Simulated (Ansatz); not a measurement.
Born–Oppenheimer molecular dynamics of a periodic cell of 17 atoms, Cd$_{9}$O$_{8}$ (surface CdO(111), adsorbate Cd). It goes on from the last frame of an earlier run, with new velocities.

These are results of DFT LDA, scalar-relativistic, plane waves, PAW in Ansatz 0.2.0, not measurements. Settings: accuracy low, cutoff 420 eV, k mesh 2x2x1, fermi-dirac smearing 0.05 eV, no spin polarisation.

```json
{
 "ensemble": "NVT, Nosé–Hoover chain",
 "time step": "1 fs",
 "steps asked": "300",
 "set temperature": "2400 K",
 "thermostat": "time constant 100 fs, chain length 3",
 "atoms held": "1, 3, 5, 7",
 "seed": "917956"
}
```

First frame:

```xyz
17
Lattice="6.6892 0.0000 0.0000 3.3446 5.7930 0.0000 0.0000 0.0000 15.0963" Properties=species:S:1:pos:R:3
Cd 0.000 0.000 1.000
O 5.054 5.023 2.003
Cd 1.672 2.897 1.000
O 3.377 2.011 2.295
Cd 3.345 0.000 1.000
O 8.388 4.883 1.480
Cd 5.017 2.897 1.000
O 6.654 2.008 1.942
Cd 6.698 4.404 5.662
O 1.747 3.275 5.074
Cd 4.651 1.491 3.854
O -0.300 0.472 3.645
Cd 3.741 4.377 4.067
O 4.921 3.486 5.560
Cd 1.652 1.378 3.745
O 6.630 6.436 5.154
Cd 3.107 2.417 6.349
```

Question: What does the run give?

Answer: All steps were run.

| Quantity | Value |
| --- | --- |
| steps done | 300 |
| time covered | 300 fs |
| mean temperature over the second half | 2599 K |
| spread of the potential energy over the second half | 39.5 meV per atom |
| mean potential energy of the second half above the start | 130.0 meV per atom |

The conserved energy stayed within 0.31 meV per atom of its start (net change 0.024 meV per atom), so the integration is sound. A run of 0.3 ps of so small a system gives no equilibrium averages. Limits of this set-up: coarse k mesh, thin slab, slab without dipole correction, low accuracy level.

Question: What happens to the structure?

Answer: Mean squared displacements from the first frame to the last: Cd 1.41 Å², O 1.19 Å². The details hang on the random start.

Question: How do temperature and energy run in time?

Answer: 
```
time (fs)  T (K)  potential energy less start (eV)  conserved less start (meV/atom)
      0.0   2400                             0.000                             0.00
     25.0   1702                             1.189                             0.00
     50.0   1478                             1.667                             0.04
     75.0   2180                             0.785                             0.01
    100.0   2412                             0.900                             0.03
    125.0   1892                             2.188                             0.10
    150.0   3118                             0.689                             0.01
    175.0   2943                             1.415                            -0.09
    200.0   2889                             1.719                             0.03
    225.0   2945                             1.733                            -0.02
    250.0   2262                             2.910                             0.07
    275.0   2254                             2.964                             0.14
    300.0   2946                             1.828                             0.02
```

The run took 24 min on 2 threads of Arm Neoverse V2 (shared host), peak memory 1.3 GiB.
